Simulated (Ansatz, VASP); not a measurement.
Ga3Se: VASP beside Ansatz

File INCAR:

```
SYSTEM = Ga3Se
PREC = Accurate
ENCUT = 520
EDIFF = 1E-7
ISMEAR = -1
SIGMA = 0.05
LREAL = .False.
LASPH = .True.
NELM = 80
ALGO = Normal
ISIF = 2
LWAVE = .False.
LCHARG = .False.
GGA = PE
NBANDS = 30
```

The input KPOINTS:

```
Automatic mesh
0
Gamma
  6 6 6
  0 0 0
```

Contents of POSCAR:

```
Ga3Se
1.0
    4.4618199283      0.0000000000      0.0000000000
    0.0000000000      4.4618199283      0.0000000000
    0.0000000000      0.0000000000      4.4618199283
Se Ga
1 3
Direct
    0.0000000000      0.0000000000      0.0000000000
    0.5000000000      0.5000000000      0.0000000000
    0.5000000000      0.0000000000      0.5000000000
    0.0000000000      0.5000000000      0.5000000000
```

input.yaml

```yaml
crystal:
  lattice:
    - [4.4618199283, 0.0, 0.0]
    - [0.0, 4.4618199283, 0.0]
    - [0.0, 0.0, 4.4618199283]
  atoms:
    - { symbol: Se, position: [0.0, 0.0, 0.0] }
    - { symbol: Ga, position: [0.5, 0.5, 0.0] }
    - { symbol: Ga, position: [0.5, 0.0, 0.5] }
    - { symbol: Ga, position: [0.0, 0.5, 0.5] }
hamiltonian:
  xc: pbe
  pseudopotentials: { kind: paw }
kpoints:
  mp_grid: { grid: [6, 6, 6] }
scf:
  occupations: { method: fermi_dirac, width: 0.05 }
output:
  forces: true
  stress: true
  eigenvalues: true
```

The cell comes from a database or a generator and needn't be the stable form of this composition.

Alike in both runs: task single point; functional PBE; k mesh 6 × 6 × 6; occupations fermi-dirac, width 0.05 eV; no spin polarisation.

```csv
,VASP,Ansatz
version,VASP 6.6.1,Ansatz 0.2.0
potentials or method,"VASP PAW PBE potentials, release 64 (Se, Ga_d)",Ansatz PAW
plane-wave cutoff (eV),520,420
valence electrons in the cell,45,55
```

Ansatz gave:

* gap on the k mesh at the Fermi level (eV): none
* pressure (GPa): -1.3

**Question.** What did VASP give for the same quantities?

**Answer.** gap on the k mesh at the Fermi level (eV): none; pressure (GPa): -1.2.

A gap of «none» marks a metal or a gap that the smearing closes. The two sets of potentials don't hold the same shells in valence.
